## Question

A process engineer wants the band gap of lead monoxide, PbO, and asks how fine a k-mesh the calculation needs. A k-mesh is the grid of crystal momenta at which the electron bands are worked out, and a label such as 4,4,3 counts its divisions along the three reciprocal axes. The first two axes lie in the plane of the PbO layers and the third, c, runs across them. The table follows one fixed four-atom cell through seven meshes, with a standard density functional (PBE). The atoms were displaced at random by about 0.05 Å and not relaxed, so that there are real forces to converge.

Quantum ESPRESSO 7.5 calculations on a fixed four-atom PbO cell, using PBE without spin polarisation, spin–orbit coupling or a dispersion correction. All runs use PseudoDojo 0.4 SR PBE stringent potentials, a 1251.72 eV wavefunction cutoff and Fermi–Dirac smearing of 0.05 eV. The sweep value is the k-mesh, and the energies compared are free energies.

```csv
sweep value,energy less tightest (meV/atom),pressure (GPa),gap (eV),force miss (eV/Å)
"1,1,1",888.9,10.621,1.923,1.828
"2,2,1",67.7,1.803,1.081,0.363
"2,2,2",-1.8,2.144,1.106,0.104
"3,3,2",-1.4,2.437,2.108,0.046
"4,4,3",1.0,2.486,1.124,0.003
"5,5,4",0.0,2.471,1.579,0.001
"6,6,4",0.0,2.469,1.125,0.000
```

"Energy less tightest" is counted from the 6,6,4 mesh, and "force miss" is the largest change of any force component against that mesh. Three explanations are offered for the behaviour of the gap:

- **A.** The electron density is still poor on the coarser meshes, and the gap shares its error.
- **B.** The runs settle into different electronic states with different gaps.
- **C.** Some meshes step over the momentum at which a band edge lies.

Decide between them as far as the numbers allow. Support your choice with an estimate of the size of the effect, and say which mesh you would use for the gap.

## Model answer

**The pattern.** The gap does not settle as the mesh grows; it jumps. Meshes with an even number of in-plane divisions give about 1.1 eV, while those with an odd number give between 1.6 and 2.1 eV. Every odd mesh lies above every even one.

The divisions along c also change from row to row, so they have to be ruled out as the cause. Two pairs of rows do this, because within each pair the division along c is the same. Going from 2,2,2 to 3,3,2 raises the gap by 1.00 eV, and going from 6,6,4 to 5,5,4 raises it by 0.45 eV. The in-plane division is therefore what matters.

**Explanation A** is the natural first thought, since a finer mesh gives a better density and a better density should give better bands. If this were the main cause, the gap would improve along with the forces, which depend directly on the density. It does not. The 5,5,4 mesh has forces within 0.001 eV/Å of the reference and a gap 0.45 eV too large, while the crude 2,2,1 mesh has forces wrong by 0.36 eV/Å and a gap only 0.04 eV too small.

The even meshes also show how much the density can matter. Their gaps drift by about 0.04 eV between 2,2,1 and 6,6,4 while the density improves a great deal. That drift is a fair measure of what A contributes once the mesh has two in-plane divisions, and it is at least ten times smaller than the jumps.

**Explanation B** would require the crystal to change its electronic state at 3,3,2, change back at 4,4,3, and repeat this at 5,5,4. A new state would normally show in the energy, the pressure and the forces. From 2,2,2 onward the energies agree within 3 meV per atom, and the pressure at 3,3,2 is only about 0.03 GPa from its final value. Two states that differ by 1 eV in their gap and in hardly anything else are not strictly impossible, but nothing in the table suggests them.

**Explanation C** remains, and it accounts for the parity. Take a mesh that starts from the zone centre Γ, and measure momentum along each in-plane axis as a fraction of the reciprocal cell edge. Such a mesh with N divisions has points at 0, 1/N, 2/N and so on. If N is even, one of these is exactly 1/2, the zone boundary; if N is odd, none is. In the plane, a band edge at (1/2, 1/2) or (1/2, 0) is therefore caught by every even mesh and stepped over by every odd one.

The close agreement of the even meshes supports the assumption that they start from Γ. Had they been shifted by half a step, the meshes with two, four and six divisions would not have a common set of in-plane points, and there would be no reason for their gaps to coincide. The table alone does not say which boundary point is involved. Published band structures of litharge, the tetragonal form of PbO, help here: they place the lowest empty state at the zone corner M, where both in-plane coordinates are 1/2.

**Why the energy does not notice.** The total energy is a sum over filled states throughout the zone. In a crystal with a gap, that sum runs over a smooth periodic function, and a regularly spaced grid of points, whether its divisions are odd or even in number, captures such a function very quickly. The gap is the difference between two extreme levels, the lowest empty one and the highest filled one. It is right only if the mesh has points where those extremes lie, and the bottom of an empty band carries no weight in the energy at all.

**The size of the effect.** On an odd mesh the point nearest to M falls short by 1/(2N) along each in-plane axis. With the in-plane cell edge a = 3.99 Å, the distance to M is

q = √2 · (2π/a) · 1/(2N) = √2 π/(N a).

For N = 5 this gives q = 0.223 Å⁻¹. A free electron displaced by that much from its energy minimum gains ħ²q²/2m = 3.81 eV Å² × (0.223 Å⁻¹)² ≈ 0.19 eV. The computed gap is too large by 0.454 eV, which would correspond to an electron of 0.19/0.454 ≈ 0.42 times the free mass. The same steps for N = 3 give about 0.53. These are ordinary masses for a conduction band, so stepping over M can produce an error of this size. The estimate does not single out M, however: for an edge at (1/2, 0) the nearest mesh point is closer by a factor of √2, and half the mass would give the same error.

**How the error shrinks.** Near its minimum a band is a parabola, so the gap error should fall as 1/N². Taking the error of 3,3,2 as the starting point, a parabola foretells 0.983 × (3/5)² = 0.35 eV for 5,5,4. A band that rises in a straight line would give 0.983 × 3/5 = 0.59 eV. The computed 0.45 eV, which was not used in either forecast, lies between the two.

A band that starts as a parabola and bends over farther from its minimum could behave in this way, but two odd meshes are too few to fix its shape. The masses above should be read in the same spirit, since they assign the whole error to the conduction band, and part of it may come from a valence edge that the odd meshes also miss.

**Choice of mesh.** For the gap, use an even in-plane division. The 4,4,3 mesh agrees with 6,6,4 to about 1 meV and has forces good to 0.003 eV/Å. The resulting 1.12 eV is the gap on the mesh, for this displaced cell; a band edge lying between the mesh points would make the true gap somewhat smaller.

## Remarks on the reasoning

**A is wrong as the main cause, but it is not wrong everywhere.** The 1,1,1 mesh consists of Γ alone, and a 3,3,2 mesh that starts from Γ contains that point too. If both runs had the same potential, the extra points could only lower the lowest empty level or raise the highest filled one, so the gap could only shrink or stay. Instead it is 0.185 eV larger at 3,3,2. The potential must therefore have changed, which is no surprise for a run whose energy is off by almost 0.9 eV per atom. A good answer notices that this row suffers from both A and C, and keeps it out of the distance estimate.

**Agreement with experiment is a trap here.** The measured gap of litharge is roughly 1.9 eV, and the 1,1,1 mesh gives 1.92 eV. That mesh also gives a pressure wrong by 8 GPa, so the match is an accident. PBE is known to make gaps too small, and spin–orbit coupling, left out here, acts on the lead 6p states that form much of the conduction band. Since that coupling usually lowers such states, leaving it out tends to widen the gap, whereas PBE narrows it. A mesh error that happens to offset the net shortfall corrects neither fault.

**An energy test can pick the wrong mesh.** The cheapest mesh in the table that holds the energy within 1 meV per atom is 5,5,4, because 4,4,3 lies just outside that bound. Judged by the energy alone, 5,5,4 is the better choice, yet its gap is 40% larger than that of 6,6,4. The converse also happens: 2,2,2 has a good gap and a good energy, but its forces are still wrong by 0.1 eV/Å. Each property has to be converged on its own account.

**The argument carries over through the position of the band edges.** In magnesium oxide both edges lie at Γ, which every mesh starting from Γ contains, so odd and even divisions should serve equally well. In silicon the conduction minimum lies part of the way from the zone centre to the boundary. Neither parity is then safe, and a mesh comes close to the minimum only if its spacing happens to suit. PbO is the case in between, where the edge sits at a special point that half of the meshes contain.

**One short calculation would settle the matter.** Keep the density of the 5,5,4 run and compute the bands at one more momentum, the corner M. If C is right and only the conduction edge was missed, the gap should drop from 1.58 eV to about 1.12 eV, although the density has not changed at all. If it drops only part of the way, at least one band edge lies at some other point that the mesh missed, and a band path through the zone would show where. If it does not move, the missed edge is not at M, and the other points on the zone boundary should be tried before explanation C is given up.
